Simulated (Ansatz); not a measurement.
Deforming TiSi2

```xyz
6
Lattice="0.0000 4.1180 4.2615 2.3865 0.0000 4.2615 2.3865 4.1180 0.0000" Properties=species:S:1:pos:R:3 pbc="T T T"
Ti    3.5797    6.1770    6.3922
Ti    2.3865    4.1180    4.2615
Si    1.1932    0.6836    2.1307
Si    1.1932    3.4344    2.1307
Si    2.3865    1.3754    4.2615
Si    2.3865    6.8606    4.2615
```

Atom numbers follow the list: Ti1, Ti2, Si3, Si4, Si5, Si6.

The conventional cell has a = 4.773 Å, b = 8.236 Å, c = 8.523 Å, α = 90.00°, β = 90.00°, γ = 90.00°. Ti (atom 1) has 10 Si at 2.54 to 2.75 Å as nearest neighbours. Si (atom 3) is surrounded by 5 Ti at 2.54 to 2.75 Å and 5 Si at 2.54 to 2.75 Å.

The cell is COD entry 1010453, as deposited and not checked against the literature; nothing was relaxed. It is an old determination, and later ones may differ.

Computed with DFT, PBEsol, all-electron LAPW, scalar-relativistic in Ansatz 0.2.0.

Settings: a Γ-centred 8×8×8 k mesh, Fermi–Dirac smearing of 0.08 eV, basis error target 0.5 meV/atom, no spin polarisation.

The unchanged cell is at -1.73 GPa.

In a metal, stresses and small energies carry noise from the k mesh.

x, y and z are the Cartesian axes of the cell as listed; fractional coordinates follow a strain, and an engineering shear is twice the off-diagonal strain component.

Problem. With this change (equal xy, yz and zx engineering shear strains of -2 %), what becomes of the energy and stress and forces?

Solution. Energy change +7 meV/atom; stress change (xx, yy, zz, yz, xz, xy) 0.21, 0.05, 0.28, 1.92, 3.17, 2.63 GPa, compression positive; change of the force on Ti1 (-0.133, -0.136, -0.131) eV/Å.

Problem. With this change (equal xy, yz and zx engineering shear strains of +1 %), what becomes of the energy and stress and forces?

Solution. Energy change +2 meV/atom; stress change (xx, yy, zz, yz, xz, xy) 0.06, 0.01, 0.07, -0.94, -1.57, -1.30 GPa, compression positive; change of the force on Ti1 (0.064, 0.065, 0.055) eV/Å.

Problem. With this change (equal xy, yz and zx engineering shear strains of +3 %), what becomes of the energy and stress and forces?

Solution. Energy change +15 meV/atom; stress change (xx, yy, zz, yz, xz, xy) 0.50, 0.11, 0.60, -2.80, -4.63, -3.86 GPa, compression positive; change of the force on Ti1 (0.185, 0.190, 0.140) eV/Å.
